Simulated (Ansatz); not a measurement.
AlNi3:

```
CELL_PARAMETERS angstrom
3.52305 0.00000 0.00000
0.00000 3.52305 0.00000
0.00000 0.00000 3.52305
ATOMIC_POSITIONS crystal
Ni 0.50000 0.50000 0.00000
Ni 0.50000 0.00000 0.50000
Ni 0.00000 0.50000 0.50000
Al 0.00000 0.00000 0.00000
```

The cell is a database's computed one.

Program: Ansatz 0.2.0. Alike in all runs: task band structure; potentials or basis Ansatz PAW; spin collinear, ferromagnetic start; cell as given; k mesh 8 × 8 × 8; smearing fermi-dirac 0.05 eV.

Task: Order these runs on this cell by their pressure, lowest first.
A. level revPBE; cutoff (eV) 420
B. level r2SCAN; cutoff (eV) 500
C. level BLYP; cutoff (eV) 420

Result: B (0.5 GPa), A (11.0 GPa), C (14.6 GPa).

Caveats: the PAW data sets come from PBE, with cores solved anew for the run's functional, which leaves a small shift of forces and pressure; the magnetic or orbital state may not be the lowest (some runs).

Runs at the PBE level aren't shown here.
